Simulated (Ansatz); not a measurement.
# Calculated with Ansatz: PbS, settings compared

Run with:

```bash
ansatz run input.yaml --threads 1 --pin off --max-ram 2560MiB --backend cpu --events-out ev --progress --plain --runs-dir out
```

The input file (Ansatz 0.2.0, plane waves):

```yaml
crystal:
  lattice:
    - [2.975801, 2.934815, 0.0]
    - [2.975801, -2.934815, 0.0]
    - [1.093016, 0.0, -11.849862]
  atoms:
    - { symbol: Pb, position: [0.7756, 0.7756, 0.36362] }
    - { symbol: Pb, position: [0.2244, 0.2244, 0.63638] }
    - { symbol: S, position: [0.2684, 0.2684, 0.4014] }
    - { symbol: S, position: [0.7316, 0.7316, 0.5986] }
  symmetry: { tolerance: 0.0003 }
kpoints:
  mp_grid: { grid: [4, 4, 2], shift: [0, 0, 0] }
magnetization:
  spin_polarized: false
scf:
  occupations: { method: fermi_dirac, width: 0.0713 }
hamiltonian:
  pseudopotentials: { kind: paw }
  xc: r2scan
basis:
  ecutwfc: 500
output:
  forces: true
  stress: true
  eigenvalues: true
```

Origin of the cell: a database entry, scaled a little.

Output of this run (shortened):

```
Pseudopotentials: kind: paw
Pseudopotential: Pb, paw, valence charge 14, recommended cutoff 500 eV (meta_gga), Pb.paw.azcp
Pseudopotential: S, paw, valence charge 6, recommended cutoff 500 eV (meta_gga), S.paw.azcp
Functional definition: r2SCAN
  exchange = r2scan_x(k0 = k0, k1 = k1, a1 = a1)
  correlation = r2scan_c
Crystal: 4 atoms, lattice volume = 206.980 Å³
Basis set: ecut = 500 eV, 5283 PW (Γ), exchange–correlation on 128×128×360 points (64 copies of the dense FFT grid, shifted against one another)
Bands: 24, of which v1, the nominal top of the filled ones, is band 20 counted from 1 (19 counted from 0)
Symmetry: 4 space group operations
Space group: C2/m (ITA 12), of the structure as read, at distance tolerance 1.8e-3 Å
[… 7 lines left out …]
Initial density: superposition of atomic densities (neutral atoms: chi_scale 0, normalization atom), corrected by the library's trained network
Functional: x = r2scan, c = r2scan; τ floored in thin density (d = 2e-4 eV/Å³)
SCF iter   1: F=—  HF=-25655.559168 eV  Δρ=4.55e-3  dr2=3.53e-2  dr2_τ=8.69e-3
SCF iter   2: F=—  HF=-25655.573444 eV  Δρ=2.11e-3  dr2=9.28e-3  dr2_τ=1.85e-4
SCF iter   3: F=—  HF=-25655.575796 eV  Δρ=4.90e-4  dr2=8.67e-4  dr2_τ=3.62e-5
SCF iter   4: F=—  HF=-25655.576702 eV  Δρ=1.53e-4  dr2=2.13e-4  dr2_τ=1.21e-5
SCF iter   5: F=—  HF=-25655.577114 eV  Δρ=5.99e-5  dr2=3.31e-5  dr2_τ=6.25e-7
SCF iter   6: F=—  HF=-25655.577367 eV  Δρ=4.02e-5  dr2=1.07e-5  dr2_τ=2.82e-7
SCF iter   7: F=—  HF=-25655.577396 eV  Δρ=1.09e-5  dr2=4.42e-7  dr2_τ=9.52e-9
SCF iter   8: F=-25655.577404 eV  HF=-25655.577403 eV  Δρ=2.54e-6  dr2=2.20e-8  dr2_τ=1.04e-9
SCF 1 converged in 8 iterations: F = -25655.577404 eV  dr2 = 2.20e-8
SCF converged after 8 iterations
Free energy (F): -25655.577404 eV
Harris-Foulkes:  -25655.577403 eV  (|F-HF|=4.26e-7)
Internal energy: -25655.577402 eV  (E = F + TS)
E sigma→0 (E₀):  -25655.577403 eV
Entropy (-TS):   -0.000002 eV (-0.001 meV/atom)
Fermi energy:    2.433505 eV
--- Per-component energies (eV) ---
  E_band       = -369.708034
  E_kinetic    = 783.490989
  E_local      = -7282.814636  (includes V_loc(G=0)·N_el)
  E_nonlocal   = 758.436802
  E_hartree    = 3254.841650
  E_xc         = -598.661343
  E_vxc        = -477.278705  (∫ρ·V_xc dr)
  E_paw        = -22083.378510  (= ΣΔE_a)
  E_vpaw       = -691.526495  (= ΣTr[D̂ρ^β])
  E_aug_tail   = 0.000040  (compensation charges beyond the density's cutoff)
  E_vtau       = 30.295198  (kinetic-family band-sum trace: ∫τ·v_τ [+ j·A + Jᵃ·Aᵃ] dr)
  E_ewald      = -489.203865
  E_core_change = 1.711471  (= ΣΔE_core)
  E_smearing   = -0.000002  (= −TS)
  Σ components = -25655.577404   (vs F -25655.577404, Δ=0.00e0)
--- Forces (eV/Å), atoms counted from 1 ---
  atom   1  Pb    -0.000606     0.000000    -0.798974
  atom   2  Pb     0.000606     0.000000     0.798974
  atom   3  S     -0.005561     0.000000    -0.300998
  atom   4  S      0.005561     0.000000     0.300998
  max |Σ_I F_I| component: 1.11e-16 eV/Å
--- Stress (GPa, compression-positive) ---
       -1.073007       0.000000      -0.011438
        0.000000      -0.320063       0.000000
       -0.011438       0.000000      -2.543987
  P = ⅓ Tr σ = -1.3124 GPa (-13.124 kbar)
```

The same input was run again with these changes:

1. `scf.algorithm` default → direct_min
2. `scf.mixing.algorithm` default → broyden; `scf.mixing.beta` default → 0.2; `scf.initial_density.chi_scale` default → 0.1
3. `basis.ecutrho_ratio` default → 6
4. `scf.n_extra_bands` default → 8; `hamiltonian.xc` r2scan → lda

| run | end | SCF iterations | P (GPa) | max force component (eV/Å) | moment (μB) | ΔE(σ→0) (meV/atom) |
| --- | --- | --- | --- | --- | --- | --- |
| base | converged | 8 | -1.31 | 0.799 | – | 0 |
| 1 | converged | 7 | -1.31 | 0.799 | – | 0.00 |
| 2 | converged | 13 | -1.31 | 0.799 | – | 0.00 |
| 3 | converged | 8 | -1.31 | 0.799 | – | 0.00 |
| 4 | converged | 8 | -2.73 | 1.038 | – | – |

Energies are compared only where functional, datasets, charge and starting cell are the same.

Caveats of the base run: no spin-orbit coupling, though heavy elements are present.

Run 3: the exchange-correlation potential is rough where the density is thin.
Run 4: the exchange-correlation potential is rough where the density is thin.

Time of the base run: 13 s on 1 thread of Intel(R) Xeon(R) Platinum 8259CL CPU @ 2.50GHz (Skylake/Cascade Lake) (shared host), peak memory 0.88 GiB, from the program's own first density.
